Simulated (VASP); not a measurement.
The system is NiO.

```
Ni O
1.0
     0.00000    2.08590    2.08590
     2.08590    0.00000    2.08590
     2.08590    2.08590    0.00000
Ni O
1 1
Direct
  0.00000 0.00000 0.00000
  0.50000 0.50000 0.50000
```

- Program: VASP 6.6.1
- Task: relaxation of cell and atoms
- Functional: RPBE
- Potentials or basis: VASP PAW PBE potentials, release 64 (Ni, O)
- Cutoff: 600 eV
- k mesh: 11 × 11 × 11
- Occupations: fermi-dirac, width 0.05 eV
- Spin: collinear spin, ferromagnetic start
- Starting moments: [1.0, 0.0] μB

At the start: pressure 12.8 GPa; volume 9.08 Å³/atom.

Question: How do energy, volume and symmetry change on relaxing?

Answer: Over 3 steps the energy falls by 24.9 meV/atom and the volume is 9.74 Å³/atom (+7.3 %); space group Fm-3m (No. 225, to 0.05 Å); moment 1.91 μB per cell.

The path:
```
step  energy change (eV)  largest force (eV/Å)  pressure (GPa)  volume (Å³)
   1              0.0000                0.0000           12.76        18.15
   2             -0.0403                0.0000           -4.69        20.12
   3             -0.0499                0.0000            0.08        19.48
```

Final structure:
```
CELL_PARAMETERS angstrom
0.00000 2.13557 2.13557
2.13557 0.00000 2.13557
2.13557 2.13557 0.00000
ATOMIC_POSITIONS crystal
Ni 0.00000 0.00000 0.00000
O 0.50000 0.50000 0.50000
```

Caveat: the PAW data sets were made with another functional, which shifts forces and pressure a little; a cell with one magnetic atom can't hold antiferromagnetic order, which such compounds often take.
